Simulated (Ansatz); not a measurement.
# GaN (F-43m) in Ansatz: further runs

The runs below take GaN through single point, with PBE.

All numbers are computed with Ansatz 0.2.0; they aren't measurements. Logs are shortened: lines on timing, memory, paths and dates and some standing lists are left out, and cuts for length are marked.

**Measured values to compare with.**

From a printed reference work, textbook, for a bulk crystal of GaN at 0 K: band gap 3.299 eV (direct).

How close the calculation comes is told below.

**1. The crystal as given**

The structure is cubic, space group F-43m (No. 216). The conventional cell has a = 4.507 Å, b = 4.507 Å, c = 4.507 Å, α = 90.00°, β = 90.00°, γ = 90.00°. Ga (site symmetry -43m) is surrounded by 4 N at 1.95 Å. N (site symmetry -43m) has 4 Ga at 1.95 Å as nearest neighbours.

The cell is a database's computed one.

**2. Single point, PBE**

The input, input.yaml:

```yaml
crystal:
  lattice:
    - [0.0, 2.2535006075, 2.2535006075]
    - [2.2535006075, 0.0, 2.2535006075]
    - [2.2535006075, 2.2535006075, 0.0]
  atoms:
    - { symbol: Ga, position: [0.0, 0.0, 0.0] }
    - { symbol: "N", position: [0.25, 0.25, 0.25] }
hamiltonian:
  xc: pbe
  pseudopotentials: { kind: paw }
kpoints:
  mp_grid: { grid: [10, 10, 10] }
scf:
  occupations: { method: gaussian, width: 0.029 }
output:
  forces: true
  stress: true
  eigenvalues: true
```

Potentials or basis: Ansatz PAW.

Launch:

```
$ ansatz run input.yaml --threads 2 --pin off --max-ram 5632MiB --backend cpu --events-out ev --progress --plain --runs-dir out
```

Log:

```text
Warning: RAYON_NUM_THREADS=2 ignored (pool sized by the plan → 2); use --threads N
Engine: ansatz 0.2.0, x86_64-unknown-linux-gnu
Pseudopotentials: kind: paw
Pseudopotential: Ga, paw, valence charge 13, recommended cutoff 420 eV (normal), Ga.paw.azcp
Pseudopotential: N, paw, valence charge 5, recommended cutoff 420 eV (normal), N.paw.azcp
Functional definition: PBE
  parameter kappa = 0.804
  parameter beta = 0.06672455060314922
  exchange = pbe_x(kappa = kappa, mu = beta*pi^2/3)
  correlation = pbe_c(beta = beta)
Crystal: 2 atoms, lattice volume = 22.888 Å³
Basis set: ecut = 420 eV, 459 PW (Γ), exchange–correlation on 48×48×48 points (8 copies of the dense FFT grid, shifted against one another)
Bands: 13, of which v1, the nominal top of the filled ones, is band 9 counted from 1 (8 counted from 0)
Symmetry: 24 space group operations
Space group: F-43m (ITA 216), of the structure as read, at distance tolerance 2.8e-5 Å
k-points: 47 of 1000 (time reversal used)
Non-local potential: Ga, projectors of the file, l = 0: 2, l = 1: 2, l = 2: 3, l = 3: 1
Non-local potential: N, projectors of the file, l = 0: 2, l = 1: 2, l = 2: 1
PAW form: soft (Blöchl's): semilocal exchange-correlation on the pseudo side does not see the compensation charge
PAW one-centre angular grid: Ga, 590 points (default); XC on 64 Gauss nodes
PAW one-centre angular grid: N, 110 points (default); XC on 64 Gauss nodes
Initial density: superposition of atomic densities (neutral atoms: chi_scale 0, normalization atom), corrected by the library's trained network
Initial wavefunctions: pseudopotential atomic-orbital guess
Functional: x = pbe(κ = 0.804, μ = 0.2195149727645171), c = pbe(β = 0.06672455060314922)
SCF iter   1: F=—  HF=-4167.897806 eV  |F-HF|=—  |Δ(HF+E_count)|=         —  Δρ=6.26e-4  dr2=3.04e-5  ethr=1.77e-3  ⟨swp⟩=5.2  Hψ=3241  notcnv=0
preconditioner: auto → none  [insulator: Δε(μ)=1.714 eV  Ē_g=18.752 eV  σ=0.029 eV  W_gap=1.00  n_scr=8 (ndim 8)  ℏωp=32.9 eV  f_vac=0.001  D(μ)=0.00/eV (n_scr^D=0)  ε∞_Penn≈4.1]
SCF iter   2: F=—  HF=-4167.898092 eV  |F-HF|=—  |Δ(HF+E_count)|=   2.87e-4  Δρ=3.42e-4  dr2=9.50e-6  ethr=1.69e-7  ⟨swp⟩=2.7  Hψ=1468  notcnv=0
SCF iter   3: F=—  HF=-4167.898135 eV  |F-HF|=—  |Δ(HF+E_count)|=   4.27e-5  Δρ=1.24e-4  dr2=1.23e-6  ethr=5.28e-8  ⟨swp⟩=2.0  Hψ=1003  notcnv=0
SCF iter   4: F=—  HF=-4167.898142 eV  |F-HF|=—  |Δ(HF+E_count)|=   6.90e-6  Δρ=2.37e-5  dr2=9.66e-8  ethr=6.86e-9  ⟨swp⟩=2.0  Hψ=1034  notcnv=0
iter 5 did not close the SCF: its close was put off for the readings that it lacked (scf_convergence_deferred on its scf_iter line)
SCF iter   5: F=-4167.898142 eV  HF=-4167.898142 eV  |F-HF|=6.88e-9  |Δ(HF+E_count)|=   1.66e-8  Δρ=1.03e-5  dr2=9.18e-9  ethr=5.37e-10  ⟨swp⟩=2.0  Hψ=1034  notcnv=0
SCF iter   6: F=-4167.898142 eV  HF=-4167.898142 eV  |F-HF|=7.46e-11  |Δ(HF+E_count)|=   9.43e-9  Δρ=1.70e-6  dr2=2.55e-10  ethr=5.10e-11  ⟨swp⟩=1.4  Hψ=1910  notcnv=0
SCF 1 converged in 6 iterations: F = -4167.898142 eV  dr2 = 2.55e-10
SCF converged after 6 iterations
Free energy (F): -4167.898142 eV
Harris-Foulkes:  -4167.898142 eV  (|F-HF|=7.46e-11)
Internal energy: -4167.898142 eV  (E = F + TS)
E sigma→0 (E₀):  -4167.898142 eV
Fermi energy:    10.508566 eV
--- Per-component energies (eV) ---
  E_band       = -5.647262
  E_kinetic    = 247.130783
  E_local      = -1949.939510  (includes V_loc(G=0)·N_el)
  E_nonlocal   = 474.306677
  E_hartree    = 897.107986
  E_xc         = -128.820136
  E_vxc        = -134.163832  (∫ρ·V_xc dr)
  E_paw        = -2120.249126  (= ΣΔE_a)
  E_vpaw       = -437.196873  (= ΣTr[D̂ρ^β])
  E_aug_tail   = 0.000139  (compensation charges beyond the density's cutoff)
  E_ewald      = -1587.434954
  E_smearing   = -0.000000  (= −TS)
  E_closure    = -0.000000  (closes the sum)
  Σ components = -4167.898142   (vs F -4167.898142, Δ=0.00e0)
--- Forces (eV/Å), atoms counted from 1 ---
  atom   1  Ga     0.00000000    -0.00000000     0.00000000
  atom   2  N     -0.00000000    -0.00000000     0.00000000
  max |Σ_I F_I| component: 3.24e-17 eV/Å
--- Stress (GPa, compression-positive) ---
        5.026842       0.000000      -0.000000
        0.000000       5.026842       0.000000
       -0.000000       0.000000       5.026842
  P = ⅓ Tr σ = 5.0268 GPa (50.268 kbar)
--- Band table (eV; the first three rows and the last of 47) ---
  k-point 0: bands = ["-6.2813", "-3.8373", "-3.8373", "-3.8373", "-3.5203", "-3.5203", "9.6498", "9.6498", "9.6498", "11.3667", "19.9613", "19.9613", "19.9613"]
  k-point 1: bands = ["-6.1723", "-3.8238", "-3.8238", "-3.7975", "-3.5216", "-3.5216", "8.5499", "9.5440", "9.5440", "12.2259", "19.4633", "20.1242", "20.1242"]
  k-point 2: bands = ["-5.8994", "-3.7925", "-3.7925", "-3.6314", "-3.5204", "-3.5204", "6.7404", "9.2814", "9.2814", "13.3060", "18.6829", "20.3847", "20.3847"]
  k-point 46: bands = ["-5.2274", "-3.6972", "-3.6533", "-3.5229", "-3.4936", "-1.5720", "3.9009", "6.0621", "6.0913", "15.4783", "17.8458", "20.3681", "20.8404"]
```

Wall time 1.7 s (2 threads of Intel Xeon at 2.50GHz (Skylake/Cascade Lake), shared host); peak memory 0.31 GiB.

Results:

- Free energy: -4167.8981 eV
- Pressure: 5.0 GPa
- Band gap on the k mesh: 1.72 eV, direct

Caveat: the pressure holds a Pulay correction of +0.5 GPa for the finite cutoff.

**3. Single point, PBE**

input.yaml: that of step 2 with these lines changed.

```diff
@@ -14,3 +14,3 @@
 scf:
-  occupations: { method: gaussian, width: 0.029 }
+  occupations: { method: gaussian, width: 0.03 }
 output:
@@ -19 +19,5 @@
   eigenvalues: true
+  write_density: true
+  write_potential: true
+  elf: true
+  volumetric_format: npy
```

Potentials or basis: Ansatz PAW.

Launch:

```
$ ansatz run input.yaml --threads 2 --pin off --max-ram 5632MiB --backend cpu --events-out ev --progress --plain --runs-dir out
```

It took 2 s on 2 threads of Intel Xeon at 2.50GHz (Skylake/Cascade Lake), shared host; peak memory 0.32 GiB.

Results (log left out):

```yaml
Free_energy: -4167.8981 eV
Pressure: 5.0 GPa
Band_gap_on_the_k_mesh: 1.72 eV, direct
```

Levels at points of the mesh, in eV from the valence-band top:
```tsv
k point	band 5	band 6	band 7	band 8	band 9	band 10	band 11	band 12	band 13
(0.00, 0.00, 0.00)	-13.17	-13.17	0.00	0.00	0.00	1.72	10.31	10.31	10.31
(0.00, 0.00, -0.50)	-13.12	-11.91	-7.03	-0.97	-0.97	4.64	8.72	10.36	10.36
(0.00, -0.50, -0.50)	-13.09	-11.48	-6.12	-2.70	-2.70	3.35	6.67	11.70	13.95
```

Caveat: the pressure holds a Pulay correction of +0.5 GPa for the finite cutoff.

**4. Against experiment**

Step 2. Against the measured gap of GaN, 3.299 eV (direct; 0 K; a printed reference work, textbook), the calculated 1.72 eV is off by -1.58 eV. Spin-orbit coupling on Ga is left out. The value is that of PBE, without temperature or zero-point motion. Semilocal functionals fall short of measured gaps as a rule. The cell is a database's relaxed one, not the measured one, which moves gaps too.

Step 3. Against the measured gap of GaN, 3.299 eV (direct; 0 K; a printed reference work, textbook), the calculated 1.72 eV is off by -1.58 eV. Spin-orbit coupling on Ga is left out. The value is that of PBE, without temperature or zero-point motion. Semilocal functionals fall short of measured gaps as a rule. The cell is a database's relaxed one, not the measured one, which moves gaps too.
